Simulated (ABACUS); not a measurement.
Runs of ABACUS 3.10.1 on Ge. It takes space group I4_1/amd (No. 141, tetragonal). The conventional cell has a = 5.149 Å, b = 5.149 Å, c = 2.795 Å, α = 90.00°, β = 90.00°, γ = 90.00°. Ge (site symmetry -4m2) has 6 Ge at 2.67 to 2.79 Å as nearest neighbours. This isn't the form of Ge at room conditions, which is diamond.

```csv
task,level,potentials or basis,cell,k mesh,cutoff (eV),radial cutoff of the potentials (pseudo_rcut),symmetry key,threshold of the eigensolver,path,points for each segment of the path,mesh quality,gap on the mesh (eV),pressure (GPa),V0 of scaled cells (Å³/atom),relaxed volume (Å³/atom),B0 (GPa)
single point,PW91,"Ansatz NC PBE, plane waves",as given,9 × 9 × 9,1075,10 bohr,1,-,-,-,not flagged,none,3.3,-,-,-
single point,SCAN,"SG15 ONCV 1.2 PBE, plane waves",as given,7 × 7 × 7,1238,10 bohr,1,-,-,-,coarse,none,-3.2,-,-,-
single point,r2SCAN,"SG15 ONCV 1.2 PBE, plane waves",as given,7 × 7 × 7,1238,10 bohr,1,-,-,-,coarse,none,(a),-,-,-
equation of state,r2SCAN,"SG15 ONCV 1.2 PBE, plane waves",as given,7 × 7 × 7,1238,10 bohr,1,-,-,-,coarse,-,-,18.10,-,83
relaxation of cell and atoms,AM05,"PseudoDojo NC SR 0.4.1 PBEsol standard, plane waves",relaxed,9 × 9 × 9,1075,10 bohr,1,-,-,-,not flagged,none,0.0,-,18.21,-
relaxation of cell and atoms,PW91,"Ansatz NC PBE, plane waves",relaxed,9 × 9 × 9,1075,10 bohr,1,-,-,-,not flagged,none,0.0,-,19.35,-
equation of state,SCAN,"SG15 ONCV 1.2 PBE, plane waves",as given,7 × 7 × 7,1238,10 bohr,1,-,-,-,coarse,-,-,17.80,-,(b)
```

Alike in all rows: no spin polarisation; smearing fermi-dirac 0.05 eV.

**Question.** Estimate the missing entries.

**Answer.** (a) -1.8; (b) 87.

Caveats: some runs use coarse meshes; the potentials were made for another functional, which shifts forces and pressure; the cell was scaled at fixed shape and fractional positions, which overstates the stiffness of a crystal with free parameters, most of all of layers and chains (some runs).

A k mesh can miss the band edges, and the runs leave out spin-orbit coupling on Ge.

A gap of «none» marks a metal or a gap under the smearing width.

Runs at the PBE level aren't shown here.
